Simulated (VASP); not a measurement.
# C (a cell with a defect) in VASP: relaxation of the atoms with PBE

Aim: the relaxation of the atoms of C (a cell with a defect) with PBE.

All numbers are computed with VASP 6.6.1; they aren't measurements. Logs are shortened: lines on timing, memory, paths and dates and some standing lists are left out, and cuts for length are marked.

## (1) The crystal as given

The cell holds a defect, 63 atoms: a = 7.144 Å, b = 7.144 Å, c = 7.144 Å, α = 90.00°, β = 90.00°, γ = 90.00°.

The cell was built by a generator and needn't be a form met in nature.

## (2) Relaxation of the atoms, PBE, collinear spin, ferromagnetic start

INCAR

```
PREC = Accurate ; ENCUT = 450
EDIFF = 1E-6 ; ISMEAR = -1
SIGMA = 0.05 ; LREAL = F
LASPH = T ; NELM = 80
ALGO = Normal ; ISIF = 2
LWAVE = F ; LCHARG = F
ISPIN = 2 ; MAGMOM = 0.5 0.5 0.5 0.5 0.5 0.5 0.5 0.5 0.5 0.5 0.5 0.5 0.5 0.5 0.5 0.5 0.5 0.5 0.5 0.5 0.5 0.5 0.5 0.5 0.5 0.5 0.5 0.5 0.5 0.5 0.5 0.5 0.5 0.5 0.5 0.5 0.5 0.5 0.5 0.5 0.5 0.5 0.5 0.5 0.5 0.5 0.5 0.5 0.5 0.5 0.5 0.5 0.5 0.5 0.5 0.5 0.5 0.5 0.5 0.5 0.5 0.5 0.5
LORBIT = 11 ; NUPDOWN = 2
GGA = PE ; IBRION = 2
NSW = 40 ; EDIFFG = -0.02
```

KPOINTS

```
regular mesh
0
Gamma
  2 2 2
```

POSCAR

```
C
1.0
    7.1440000000      0.0000000000      0.0000000000
    0.0000000000      7.1440000000      0.0000000000
    0.0000000000      0.0000000000      7.1440000000
C
63
Direct
    0.7500000000      0.2500000000      0.0000000000
    0.7500000000      0.0000000000      0.2500000000
    0.0000000000      0.0000000000      0.0000000000
    0.2500000000      0.2500000000      0.0000000000
    0.5000000000      0.5000000000      0.0000000000
    0.7500000000      0.7500000000      0.0000000000
    0.2500000000      0.0000000000      0.2500000000
    0.5000000000      0.2500000000      0.2500000000
    0.7500000000      0.5000000000      0.2500000000
    0.5000000000      0.0000000000      0.5000000000
    0.7500000000      0.2500000000      0.5000000000
    0.7500000000      0.0000000000      0.7500000000
    0.0000000000      0.5000000000      0.0000000000
    0.2500000000      0.7500000000      0.0000000000
    0.0000000000      0.2500000000      0.2500000000
    0.2500000000      0.5000000000      0.2500000000
    0.5000000000      0.7500000000      0.2500000000
    0.0000000000      0.0000000000      0.5000000000
    0.2500000000      0.2500000000      0.5000000000
    0.5000000000      0.5000000000      0.5000000000
    0.7500000000      0.7500000000      0.5000000000
    0.2500000000      0.0000000000      0.7500000000
    0.5000000000      0.2500000000      0.7500000000
    0.7500000000      0.5000000000      0.7500000000
    0.0000000000      0.7500000000      0.2500000000
    0.0000000000      0.5000000000      0.5000000000
    0.2500000000      0.7500000000      0.5000000000
    0.0000000000      0.2500000000      0.7500000000
    0.2500000000      0.5000000000      0.7500000000
    0.5000000000      0.7500000000      0.7500000000
    0.0000000000      0.7500000000      0.7500000000
    0.6250000000      0.1250000000      0.1250000000
    0.8750000000      0.3750000000      0.1250000000
    0.8750000000      0.1250000000      0.3750000000
    0.1250000000      0.1250000000      0.1250000000
    0.3750000000      0.3750000000      0.1250000000
    0.6250000000      0.6250000000      0.1250000000
    0.8750000000      0.8750000000      0.1250000000
    0.3750000000      0.1250000000      0.3750000000
    0.6250000000      0.3750000000      0.3750000000
    0.8750000000      0.6250000000      0.3750000000
    0.6250000000      0.1250000000      0.6250000000
    0.8750000000      0.3750000000      0.6250000000
    0.8750000000      0.1250000000      0.8750000000
    0.1250000000      0.6250000000      0.1250000000
    0.3750000000      0.8750000000      0.1250000000
    0.1250000000      0.3750000000      0.3750000000
    0.3750000000      0.6250000000      0.3750000000
    0.6250000000      0.8750000000      0.3750000000
    0.1250000000      0.1250000000      0.6250000000
    0.3750000000      0.3750000000      0.6250000000
    0.6250000000      0.6250000000      0.6250000000
    0.8750000000      0.8750000000      0.6250000000
    0.3750000000      0.1250000000      0.8750000000
    0.6250000000      0.3750000000      0.8750000000
    0.8750000000      0.6250000000      0.8750000000
    0.1250000000      0.8750000000      0.3750000000
    0.1250000000      0.6250000000      0.6250000000
    0.3750000000      0.8750000000      0.6250000000
    0.1250000000      0.3750000000      0.8750000000
    0.3750000000      0.6250000000      0.8750000000
    0.6250000000      0.8750000000      0.8750000000
    0.1250000000      0.8750000000      0.8750000000
```

Potentials or basis: VASP PAW PBE potentials, release 64 (C).

The run is started by

```bash
cat potpaw_PBE.64/C/POTCAR > POTCAR
mpirun -np 1 vasp_std > vasp.out
```

OUTCAR:

```text
PREC = Accurate
   ENCUT = 450
   EDIFF = 1E-6
   ISMEAR = -1
   LREAL = F
   LASPH = T
   NELM = 80
   ISIF = 2
   ISPIN = 2
   LORBIT = 11
   NUPDOWN = 2
   GGA = PE
   IBRION = 2
   NSW = 40
   EDIFFG = -0.02

 ion  position               nearest neighbor table
   1  0.750  0.250  0.000-  32 1.55  33 1.55  44 1.55  55 1.55
   2  0.750  0.000  0.250-  32 1.55  34 1.55  38 1.55  49 1.55
   3  0.000  0.000  0.000-  35 1.55  38 1.55  44 1.55  63 1.55
   4  0.250  0.250  0.000-  35 1.55  36 1.55  54 1.55  60 1.55
   5  0.500  0.500  0.000-  36 1.55  37 1.55  55 1.55  61 1.55
   6  0.750  0.750  0.000-  37 1.55  38 1.55  56 1.55  62 1.55
[... 43 lines left out ...]
  50  0.125  0.125  0.625-  18 1.55  19 1.55  22 1.55  28 1.55
  51  0.375  0.375  0.625-  19 1.55  20 1.55  23 1.55  29 1.55
  52  0.625  0.625  0.625-  20 1.55  21 1.55  24 1.55  30 1.55
  53  0.875  0.875  0.625-  12 1.55  18 1.55  21 1.55  31 1.55
  54  0.375  0.125  0.875-   4 1.55  22 1.55  23 1.55
  55  0.625  0.375  0.875-   1 1.55   5 1.55  23 1.55  24 1.55
  56  0.875  0.625  0.875-   6 1.55  13 1.55  24 1.55  31 1.55
  57  0.125  0.875  0.375-   7 1.55  18 1.55  25 1.55  27 1.55
  58  0.125  0.625  0.625-  26 1.55  27 1.55  29 1.55  31 1.55
  59  0.375  0.875  0.625-  10 1.55  22 1.55  27 1.55  30 1.55
  60  0.125  0.375  0.875-   4 1.55  13 1.55  28 1.55  29 1.55
  61  0.375  0.625  0.875-   5 1.55  14 1.55  29 1.55  30 1.55
  62  0.625  0.875  0.875-   6 1.55  12 1.55  30 1.55
  63  0.125  0.875  0.875-   3 1.55  14 1.55  22 1.55  31 1.55

  LATTYP: Found a simple cubic cell.
 ALAT       =     7.1440000000

  Lattice vectors:

 A1 = (   7.1440000000,   0.0000000000,   0.0000000000)
 A2 = (   0.0000000000,   7.1440000000,   0.0000000000)
 A3 = (   0.0000000000,   0.0000000000,   7.1440000000)

Analysis of symmetry for initial positions (statically):
=====================================================================
 Subroutine PRICEL returns:
 Original cell was already a primitive cell.

 Routine SETGRP: Setting up the symmetry group for a
 simple cubic supercell.

 Subroutine GETGRP returns: Found 24 space group operations
 (whereof  8 operations were pure point group operations)
 out of a pool of 48 trial point group operations.

The static configuration has the point symmetry D_2d.
 The point group associated with its full space group is T_d .

Analysis of symmetry for dynamics (positions and initial velocities):
=====================================================================
 Subroutine PRICEL returns:
 Original cell was already a primitive cell.

 Routine SETGRP: Setting up the symmetry group for a
 simple cubic supercell.

[... 1513 lines left out ...]
------------------------ aborting loop because EDIFF is reached ----------------------------------------

  FORCE on cell =-STRESS in cart. coord.  units (eV):
  Direction    XX          YY          ZZ          XY          YZ          ZX
  --------------------------------------------------------------------------------------
  -------------------------------------------------------------------------------------
  Total        1.5488059      1.5488059      1.5488059     -0.0000000      0.0000000      0.0000000
  in kB        6.8058636      6.8058636      6.8058636     -0.0000000      0.0000000      0.0000000
  external PRESSURE =       6.8058636 kB  Pullay stress =       0.0000000 kB
[... 175 lines left out ...]
  FREE ENERGIE OF THE ION-ELECTRON SYSTEM (eV)
  ---------------------------------------------------
  free  energy   TOTEN  =      -566.3143079136 eV

  energy  without entropy=     -566.2679082926  energy(sigma->0) =     -566.29110810

[... ionic steps 4 to 7 ...]

--------------------------------------- Ionic step        8  -------------------------------------------

 number of electron     251.9999959 magnetization       2.0000003

------------------------ aborting loop because EDIFF is reached ----------------------------------------
[... 189 lines left out ...]
--------------------------------------- Ionic step       10  -------------------------------------------

 number of electron     251.9999961 magnetization       2.0000003

 Free energy of the ion-electron system (eV)
  ---------------------------------------------------
  ext. energy  EPLUGINS =         0.00000000
  ---------------------------------------------------
  free energy    TOTEN  =      -566.46308071 eV

  energy without entropy =     -566.41280116  energy(sigma->0) =     -566.43794093

 E-fermi :   9.9837     XC(G=0): -13.1367

 val. band max:       10.6067110175   @ k =   0.5000   0.5000   0.5000
 cond. band min:      10.6290807004   @ k =   0.5000   0.5000   0.0000
 fundamental gap:      0.0223696829
 Fermi energy:        10.6168607053

 spin component 1

 k-point     1 :       0.0000    0.0000    0.0000
  band No.  band energies     occupation
      1     -11.9648      1.00000
      2      -9.7658      1.00000
      3      -9.7658      1.00000
      4      -9.7537      1.00000
      5      -9.7537      1.00000
      6      -9.7537      1.00000
[... 1120 lines left out ...]
    137      15.4598      0.00000
    138      15.4598      0.00000
 [bands above 138 left out]

------------------------ aborting loop because EDIFF is reached ----------------------------------------

  FORCE on cell =-STRESS in cart. coord.  units (eV):
  Direction    XX          YY          ZZ          XY          YZ          ZX
  --------------------------------------------------------------------------------------
  -------------------------------------------------------------------------------------
  Total        0.4934495      0.4934495      0.4934495      0.0000000     -0.0000000     -0.0000000
  in kB        2.1683479      2.1683479      2.1683479      0.0000000     -0.0000000     -0.0000000
  external PRESSURE =       2.1683479 kB  Pullay stress =       0.0000000 kB
[... 78 lines left out ...]
  FREE ENERGIE OF THE ION-ELECTRON SYSTEM (eV)
  ---------------------------------------------------
  free  energy   TOTEN  =      -566.4630807097 eV

  energy  without entropy=     -566.4128011552  energy(sigma->0) =     -566.43794093

 reached required accuracy - stopping structural energy minimisation

 total charge

# of ion       s       p       d       tot
------------------------------------------
    1        0.832   1.746   0.000   2.578
    2        0.832   1.746   0.000   2.578
    3        0.831   1.747   0.000   2.578
    4        0.832   1.746   0.000   2.578
    5        0.831   1.747   0.000   2.578
    6        0.832   1.746   0.000   2.578
[... 55 lines left out ...]
   62        0.850   1.684   0.000   2.534
   63        0.831   1.741   0.000   2.572
--------------------------------------------------
tot         52.474 109.468   0.000 161.942

 magnetization (x)

# of ion       s       p       d       tot
------------------------------------------
    1       -0.001  -0.006   0.000  -0.007
    2       -0.001  -0.006   0.000  -0.007
    3       -0.000  -0.002   0.000  -0.002
    4       -0.001  -0.006   0.000  -0.007
    5       -0.000  -0.002   0.000  -0.002
    6       -0.001  -0.006   0.000  -0.007
[... 55 lines left out ...]
   62        0.031   0.225   0.000   0.256
   63        0.001   0.006   0.000   0.007
--------------------------------------------------
tot          0.172   1.070   0.000   1.242
```

Wall time 40 min (1 thread of Intel Xeon 6975P-C (Granite Rapids), shared host); peak memory 0.6 GiB.

What came out:

- Free energy: -566.4631 eV
- Energy gained by relaxing: 11.0 meV/atom
- Ionic steps: 10
- Largest force after relaxing: 0.014 eV/Å
- Net moment: 2.00 μB per cell
- Site moments: C -0.01, -0.00, +0.01, +0.26, +0.02, +0.00 μB
- Valence electrons inside the program's atomic spheres: C 2.58, 2.57, 2.53, 2.56

Forces in eV/Å, atoms in the order of the input:
```
C    0.005  0.005 -0.012
C    0.005 -0.012  0.005
C    0.000  0.000  0.000
C   -0.005  0.005  0.012
C    0.000  0.000  0.000
C    0.005 -0.005  0.012
C   -0.005  0.012  0.005
C   -0.012  0.005  0.005
C    0.001 -0.004  0.001
C    0.000  0.000  0.000
C    0.001  0.001 -0.004
C    0.005  0.012 -0.005
C    0.000  0.000  0.000
C   -0.005 -0.005 -0.012
C   -0.004  0.001  0.001
C   -0.001  0.004  0.001
C    0.012 -0.005  0.005
C    0.000  0.000  0.000
C   -0.001  0.001  0.004
C    0.000  0.000  0.000
C    0.001 -0.001  0.004
C   -0.005 -0.012 -0.005
C    0.012  0.005 -0.005
C    0.001  0.004 -0.001
C    0.004 -0.001  0.001
C    0.000  0.000  0.000
C   -0.001 -0.001 -0.004
C    0.004  0.001 -0.001
C   -0.001 -0.004 -0.001
C   -0.012 -0.005 -0.005
C   -0.004 -0.001 -0.001
C   -0.001 -0.001 -0.001
C    0.004  0.004 -0.003
C    0.004 -0.003  0.004
C    0.008 -0.008 -0.008
C    0.008 -0.008 -0.008
C   -0.008  0.008 -0.008
C   -0.008  0.008 -0.008
C    0.008 -0.008 -0.008
C   -0.003  0.004  0.004
C    0.004 -0.004  0.004
C   -0.008 -0.008  0.008
C    0.004  0.004 -0.004
C   -0.008 -0.008  0.008
C   -0.004 -0.004 -0.003
C    0.001  0.001 -0.001
C   -0.004  0.004  0.004
C    0.003 -0.004  0.004
C   -0.008  0.008 -0.008
C   -0.004 -0.003 -0.004
C    0.003  0.004 -0.004
C   -0.003 -0.004 -0.004
C    0.004  0.003 -0.004
C    0.001 -0.001  0.001
C   -0.008 -0.008  0.008
C    0.004 -0.004  0.003
C   -0.004  0.003  0.004
C   -0.004 -0.004 -0.004
C    0.008  0.008  0.008
C   -0.004  0.004  0.003
C    0.008  0.008  0.008
C   -0.001  0.001  0.001
C    0.008  0.008  0.008
```

The path:
| step | energy change (eV) | largest force (eV/Å) | pressure (GPa) |
| --- | --- | --- | --- |
| 1 | 0.0000 | 2.5720 | -1.55 |
| 2 | -0.0162 | 1.9969 | 0.68 |
| 3 | -0.5423 | 0.7731 | -0.66 |
| 4 | -0.6512 | 0.3922 | 0.27 |
| 5 | -0.6655 | 0.2299 | 0.01 |
| 6 | -0.6778 | 0.3110 | 0.28 |
| 7 | -0.6875 | 0.1577 | 0.17 |
| 8 | -0.6899 | 0.1341 | 0.22 |
| 9 | -0.6909 | 0.0317 | 0.20 |
| 10 | -0.6911 | 0.0136 | 0.22 |

Final structure:
```
C
1.0
     7.14400    0.00000    0.00000
     0.00000    7.14400    0.00000
     0.00000    0.00000    7.14400
C
63
Direct
  0.74855 0.24855 0.00026
  0.74855 0.00026 0.24855
  0.00000 0.00000 0.00000
  0.25145 0.24855 0.99974
  0.50000 0.50000 0.00000
  0.74855 0.75145 0.99974
  0.25145 0.99974 0.24855
  0.50026 0.24855 0.24855
  0.74977 0.50031 0.24977
  0.50000 0.00000 0.50000
  0.74977 0.24977 0.50031
  0.74855 0.99974 0.75145
  0.00000 0.50000 0.00000
  0.25145 0.75145 0.00026
  0.00031 0.24977 0.24977
  0.25023 0.49969 0.24977
  0.49974 0.75145 0.24855
  0.00000 0.00000 0.50000
  0.25023 0.24977 0.49969
  0.50000 0.50000 0.50000
  0.74977 0.75023 0.49969
  0.25145 0.00026 0.75145
  0.49974 0.24855 0.75145
  0.74977 0.49969 0.75023
  0.99969 0.75023 0.24977
  0.00000 0.50000 0.50000
  0.25023 0.75023 0.50031
  0.99969 0.24977 0.75023
  0.25023 0.50031 0.75023
  0.50026 0.75145 0.75145
  0.00031 0.75023 0.75023
  0.63415 0.13415 0.13415
  0.87573 0.37573 0.12528
  0.87573 0.12528 0.37573
  0.12547 0.12451 0.12451
  0.37549 0.37453 0.12451
  0.62451 0.62547 0.12451
  0.87453 0.87549 0.12451
  0.37549 0.12451 0.37453
  0.62528 0.37573 0.37573
  0.87484 0.62516 0.37484
  0.62451 0.12451 0.62547
  0.87484 0.37484 0.62516
  0.87453 0.12451 0.87549
  0.12427 0.62427 0.12528
  0.36585 0.86585 0.13415
  0.12516 0.37484 0.37484
  0.37472 0.62427 0.37573
  0.62451 0.87549 0.37453
  0.12427 0.12528 0.62427
  0.37472 0.37573 0.62427
  0.62528 0.62427 0.62427
  0.87573 0.87472 0.62427
  0.36585 0.13415 0.86585
  0.62451 0.37453 0.87549
  0.87573 0.62427 0.87472
  0.12427 0.87472 0.37573
  0.12516 0.62516 0.62516
  0.37549 0.87549 0.62547
  0.12427 0.37573 0.87472
  0.37549 0.62547 0.87549
  0.63415 0.86585 0.86585
  0.12547 0.87549 0.87549
```

Caveat: the k mesh is coarse (spacing up to 0.44 Å⁻¹), so the values aren't converged; the cutoff is under 1.25 times the usual one of these potentials, so pressure, stress and relaxed cells hold a basis-set (Pulay) error; the moment is held away from its start; the total moment is fixed, so each spin has its own Fermi level.
